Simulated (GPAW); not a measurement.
# BAs (F-43m) in GPAW: further runs, part 2 of 2

GPAW 26.7.0. The steps go on from the part before.

## 5. Band structure, PBEsol, spin-orbit coupling, no magnetisation

File run.py:

```python
import numpy as np
from ase.dft.bandgap import bandgap
from ase.io import write
from ase.spacegroup import crystal
from ase.units import GPa
from gpaw import GPAW, PW, setup_paths
from gpaw.spinorbit import soc_eigenstates

setup_paths.insert(0, '.')

# As 4c
# B 4a
atoms = crystal(['As', 'B'],
                basis=[[0.25, 0.25, 0.25],
                       [0.0, 0.0, 0.0]],
                spacegroup=216, setting=1,  # F-43m
                cellpar=[4.777, 4.777, 4.777, 90.0, 90.0, 90.0],
                primitive_cell=True)

calc = GPAW(mode=PW(800),
            xc='PBEsol',
            kpts={'size': (8, 8, 8), 'gamma': True},
            occupations={'name': 'fermi-dirac', 'width': 0.05},
            nbands=11,
            convergence={'density': 1e-05, 'energy': 1e-05},
            maxiter=150,
            txt='gpaw.txt')
atoms.calc = calc
energy = atoms.get_potential_energy()
forces = atoms.get_forces()
stress = atoms.get_stress()
calc.write('gs.gpw')
write('result.traj', atoms)
print(f'Energy: {energy:.6f} eV')
print('Forces (eV/A):')
print(forces.round(4))
print('Stress (GPa):', (stress / GPa).round(3))
print('Fermi level:', round(calc.get_fermi_level(), 4), 'eV')
print(f'Gap: {bandgap(calc)[0]:.4f} eV, direct: {bandgap(calc, direct=True)[0]:.4f} eV')

path = atoms.cell.bandpath('GXWKGLUWLK,UX', npoints=80, eps=1e-4)
bs_calc = calc.fixed_density(kpts=path, symmetry='off', nbands=19,
                             convergence={'bands': 'CBM+6.0', 'eigenstates': 1e-6}, txt='bands.txt')
bs = bs_calc.band_structure()
bs.write('bs.json')
print(f'Gap on the path: {bandgap(bs_calc)[0]:.4f} eV')

soc = soc_eigenstates(bs_calc, theta=90, phi=0)
np.savetxt('soc_bands.dat', soc.eigenvalues(), fmt='%.4f')
mesh = soc_eigenstates('gs.gpw', theta=90, phi=0)
np.savetxt('soc_mesh.dat', mesh.eigenvalues(), fmt='%.4f')
print('Fermi level with spin-orbit coupling:', round(mesh.fermi_level, 4), 'eV')
```

Potentials or basis: PAW data sets generated in the run's folder for this functional, pw.

On the command line:

```bash
> gpaw-setup -f PBEsol As B
> OMP_NUM_THREADS=1 python run.py
```

gpaw.txt:

```text
__  _  _
 | _ |_)|_||  |
 |__||  | ||/\| - 26.7.0

Input parameters:
  mode=PW(ecut=800.0),
  convergence={'density': 1e-05, 'energy': 1e-05},
  kpts=MonkhorstPack(size=(8, 8, 8), gamma=True),
  maxiter=150,
  nbands=11,
  occupations=Occupations(name='fermi-dirac', width=0.05),
  xc=XC(name='PBEsol')

Diagonalizing LCAO Hamiltonian
Converting LCAO to pw mode

           As

       B

Atoms  # Å, Bohr magnetons
|   | symbol |        x |        y |        z |    initial magnetic moments |
|---|--------|----------|----------|----------|-----------------------------|
| 0 |     As | 1.194250 | 1.194250 | 1.194250 | ( 0.0000,  0.0000,  0.0000) |
| 1 |      B | 0.000000 | 0.000000 | 0.000000 | ( 0.0000,  0.0000,  0.0000) |

Unit cell  # Å
| periodic |        x |        y |        z |  lengths |    angles |
|----------|----------|----------|----------|----------|-----------|
|      yes | 0.000000 | 2.388500 | 2.388500 | 3.377849 | 60.000000 |
|      yes | 2.388500 | 0.000000 | 2.388500 | 3.377849 | 60.000000 |
|      yes | 2.388500 | 2.388500 | 0.000000 | 3.377849 | 60.000000 |

Number of symmetries: 24
Symmetry operations  # r_c * U_cc + t_c -> r_c
|    | kind |            matrix            |
|----|------|------------------------------|
|  0 |  E   |  1, 0, 0,  0, 1, 0,  0, 0, 1 |
|  1 |  σ   |  1, 0, 0,  0, 0, 1,  0, 1, 0 |
|  2 |  σ   |  1, 0,-1,  0, 1,-1,  0, 0,-1 |
|  3 |  C3  |  1, 0,-1,  0, 0,-1,  0, 1,-1 |
|  4 |  C3  |  1,-1, 0,  0,-1, 1,  0,-1, 0 |
|  5 |  σ   |  1,-1, 0,  0,-1, 0,  0,-1, 1 |
|  6 |  σ   |  0, 1, 0,  1, 0, 0,  0, 0, 1 |
[... 146 lines left out ...]
maximum number of iterations: 150

SCF iterations
|iter     | |      energy | eigst |  dens |
|---------|-|-------------|-------|-------|
|iter:   1| |  -12.844113 | -0.27 |       |
|iter:   2| |  -12.728626 | -2.33 | -0.72 |
|iter:   3| |  -12.261733 | -1.76 | -0.77 |
|iter:   4| |  -12.256722 | -3.20 | -1.47 |
|iter:   5| |  -12.256715 | -4.15 | -1.93 |
|iter:   6| |  -12.256730c| -5.57 | -2.68 |
|iter:   7| |  -12.256730c| -7.35 | -3.72 |
|iter:   8| |  -12.256730c| -7.74c| -4.21 |
|iter:   9| |  -12.256730c| -8.79c| -5.51c|

Converged in 9 steps
Energy contributions relative to reference atoms: (reference = -62125.300425)

Energy contributions:
  Kinetic:          19.922238
  Coulomb:         -17.713818
  Zero:             -0.005571
  External:          0.000000
  Xc:              -14.459579
  Entropy:          -0.000000
  Spinorbit:         0.000000
  ----------------------------
  Free energy:     -12.256730
  Extrapolated:    -12.256730

dipole moment: (-11.482020, -11.482020, -11.482020)  # |e|*Ang

Fermi level: 8.420
Eigenvalues  # (at kpt = [0.000, 0.000, 0.000])
| band index |      eig [eV] | occ [0-2] |
|------------|---------------|-----------|
|          0 |        -7.539 |     2.000 |
|          1 |         7.887 |     2.000 |
|          2 |         7.887 |     2.000 |
|          3 |         7.887 |     2.000 |
|          4 |        11.145 |     0.000 |
|          5 |        11.145 |     0.000 |
|          6 |        11.145 |     0.000 |
|          7 |        12.599 |     0.000 |
|          8 |        17.300 |     0.000 |
|          9 |        20.944 |     0.000 |
|         10 |        20.997 |     0.000 |

Gap: 1.101 eV
Transition (v -> c):
  (s=0, k=0, n=3, [0.00, 0.00, 0.00]) -> (s=0, k=12, n=4, [0.38, 0.38, 0.00])
Direct/indirect transitions are different
Direct gap: 3.257 eV
Transition at: (s=0, k=0, n=3, [0.00, 0.00, 0.00])

Forces  # eV/Ang
|       x |        y |        z |
|---------|----------|----------|
| 0.00000 | -0.00000 |  0.00000 |  # As   0
| 0.00000 |  0.00000 | -0.00000 |  # B    1

Stress tensor  # eV/Ang^3
|         x |         y |         z |
|-----------|-----------|-----------|
|  0.001745 | -0.000000 | -0.000000 |
| -0.000000 |  0.001745 | -0.000000 |
| -0.000000 | -0.000000 |  0.001745 |

# Writing to gs.gpw (mode='')
```

bands.txt:

```text
Diagonalizing LCAO Hamiltonian
Converting LCAO to pw mode
convergence criteria:
- Maximum integral of absolute [eigenst]ate change: 1e-06 eV^2 / valence electron
maximum number of iterations: 150

SCF iterations
|iter     | |      energy | eigst |  dens |
|---------|-|-------------|-------|-------|
|iter:   1| |             | +0.78 |       |
[... 84 lines left out ...]
         [0.40277778, 0.40277778, 0.69444444],
         [0.38888889, 0.38888889, 0.72222222],
         [0.375     , 0.375     , 0.75      ],
         [0.625     , 0.25      , 0.625     ],
         [0.59375   , 0.1875    , 0.59375   ],
         [0.5625    , 0.125     , 0.5625    ],
         [0.53125   , 0.0625    , 0.53125   ],
         [0.5       , 0.        , 0.5       ]])),
  maxiter=150,
  nbands=19,
  occupations=Occupations(name='fermi-dirac', width=0.05),
  symmetry=Symmetry(point_group=False, time_reversal=False),
  xc=XC(name='PBEsol')
```

Wall time 28 s (1 thread of Intel Xeon Platinum 8488C (Sapphire Rapids), shared host); peak memory 0.24 GiB.

What came out:

| Property | Result |
| --- | --- |
| Free energy | -12.2567 eV |
| Pressure | -0.3 GPa |
| Band gap on the k mesh | 1.03 eV, indirect (least direct gap 3.04 eV) |
| Band gap along the path | 1.02 eV, indirect (least direct gap 3.04 eV) |

Levels at the corners of the path, in eV from the valence-band top:
```csv
point,band 6,band 7,band 8,band 9,band 10,band 11
Γ,0.00,0.00,0.00,3.04,3.04,3.26
X,-4.23,-4.10,-4.10,1.25,1.25,1.27
W,-5.54,-5.32,-5.30,5.12,5.13,5.87
K,-6.03,-3.57,-3.57,1.87,1.89,5.41
Γ,0.00,0.00,0.00,3.04,3.04,3.26
L,-1.97,-1.82,-1.82,2.60,2.60,4.63
U,-6.03,-3.57,-3.57,1.87,1.89,5.41
W,-5.54,-5.32,-5.30,5.12,5.13,5.87
L,-1.97,-1.82,-1.82,2.60,2.60,4.63
K,-6.03,-3.57,-3.57,1.87,1.89,5.41
U,-6.03,-3.57,-3.57,1.87,1.89,5.41
X,-4.23,-4.10,-4.10,1.25,1.25,1.27
```

Caveat: spin-orbit coupling was added after a scalar SCF, so levels and gaps hold it while energy, forces, pressure and moments don't; this program's spin-orbit splittings come out too wide for heavy elements.

## 6. Equation of state, BP86+D3(BJ)

File run.py:

```python
from ase.calculators.mixing import SumCalculator
from ase.eos import EquationOfState
from ase.io import Trajectory, read
from ase.units import GPa
from dftd3.ase import DFTD3
from gpaw import GPAW, PW, setup_paths

setup_paths.insert(0, '.')

atoms = read('BAs.cif')

traj = Trajectory('eos.traj', 'w')
volumes, energies = [], []
for x in [0.94, 0.96, 0.98, 1.0, 1.02, 1.04, 1.06]:
    a = atoms.copy()
    a.set_cell(atoms.cell * x**(1 / 3), scale_atoms=True)
    calc = GPAW(mode=PW(800),
                xc='GGA_X_B88+GGA_C_P86',
                kpts={'size': (8, 8, 8), 'gamma': True},
                occupations={'name': 'fermi-dirac', 'width': 0.05},
                nbands=11,
                convergence={'density': 1e-05, 'energy': 1e-05},
                maxiter=150,
                txt=f'eos-{x:.2f}.txt')
    a.calc = SumCalculator([calc, DFTD3(method='bp', damping='d3bj')])
    energies.append(a.get_potential_energy())
    volumes.append(a.get_volume())
    p = -a.get_stress()[:3].mean() / GPa
    calc.write(f'eos-{x:.2f}.gpw')
    traj.write(a)
    print(f'{x:.2f} {volumes[-1]:10.4f} A^3 {energies[-1]:14.6f} eV {p:9.3f} GPa', flush=True)

v0, e0, B = EquationOfState(volumes, energies, eos='birchmurnaghan').fit()
print(f'V0 = {v0:.4f} A^3, E0 = {e0:.6f} eV, B0 = {B / GPa:.2f} GPa')
```

File BAs.cif:

```cif
data_BAs
_cell_length_a 3.37784909
_cell_length_b 3.37784909
_cell_length_c 3.37784909
_cell_angle_alpha 60.00000000
_cell_angle_beta 60.00000000
_cell_angle_gamma 60.00000000
_space_group_name_H-M_alt 'P1'
_space_group_name_Hall 'P 1'
_space_group_IT_number 1
loop_
_space_group_symop_operation_xyz
'x,y,z'
loop_
_atom_site_label
_atom_site_type_symbol
_atom_site_symmetry_multiplicity
_atom_site_Wyckoff_symbol
_atom_site_fract_x
_atom_site_fract_y
_atom_site_fract_z
_atom_site_occupancy
As1 As 1 a 0.7500000000 0.7500000000 0.7500000000 1
B1 B 1 a 0.0000000000 0.0000000000 0.0000000000 1
```

Potentials or basis: PAW data sets generated in the run's folder for this functional, pw.

On the command line:

```bash
> gpaw-setup -f GGA_X_B88+GGA_C_P86 As B
> OMP_NUM_THREADS=1 python run.py
```

Run time: 55 s. Hardware: 1 thread of Intel Xeon Platinum 8488C (Sapphire Rapids), shared host; peak memory 0.22 GiB.

The run converged. Its results:

```
Equilibrium volume                      : 13.28 Å³/atom
Bulk modulus                            : 146 GPa
Pressure derivative of the bulk modulus : 4.3
```

Energy against volume, from the lowest point:
| volume (Å³/atom) | energy (meV/atom) |
| --- | --- |
| 12.809 | 8.10 |
| 13.081 | 1.30 |
| 13.354 | 0.00 |
| 13.626 | 3.66 |
| 13.899 | 11.76 |
| 14.171 | 23.85 |
| 14.444 | 39.52 |

## 7. Summary

| task | level | potentials or basis | spin | eigensolver | band path | band points | spin axis theta (degrees) | spin axis phi (degrees) | gap on the mesh (eV) | pressure (GPa) |
| --- | --- | --- | --- | --- | --- | --- | --- | --- | --- | --- |
| band structure | revTPSS | GPAW PAW data sets (gpaw-data 1.2.1), pw | SOC, no magnetisation | davidson | GXWKGLUWLK,UX | 100 | 90 | 45 | 1.03 | 0.5 |
| equation of state | revTPSS | GPAW PAW data sets (gpaw-data 1.2.1), pw | off | davidson | - | - | - | - | - | - |
| band structure | LDA | JTH PAW 2.0, LDA, pw | off | - | GXWKGLUWLK,UX | 100 | - | - | 1.15 | -4.3 |
| band structure | PBEsol | PAW data sets generated in the run's folder for this functional, pw | SOC, no magnetisation | - | GXWKGLUWLK,UX | 80 | 90 | 0 | 1.03 | -0.3 |
| equation of state | BP86+D3(BJ) | PAW data sets generated in the run's folder for this functional, pw | off | - | - | - | - | - | - | - |

Alike in all rows: cell as given; k mesh 8 × 8 × 8; cutoff (eV) 800; smearing fermi-dirac 0.05 eV.

Caveats: spin-orbit coupling was added after a scalar SCF, so levels and gaps hold it while energy, forces, pressure and moments don't (some runs); this program's spin-orbit splittings come out too wide for heavy elements (some runs); the PAW data sets were made with another functional, which shifts forces and pressure a little (some runs); the points scatter about the fit (some runs); the program truncates these outside data sets (some runs).

Total energies depend on the potentials used, so only differences within one code and one set of settings carry meaning.

## 8. How close it comes

Step 6. Measured bulk modulus of BAs: 148 GPa (quoted in “Basic Physical Properties of Cubic Boron Arsenide”, 2019, arxiv:1911.11281). This calculation gives 146 GPa (-1.6 %). The fit is for a static lattice scaled at fixed shape and fixed fractional positions.
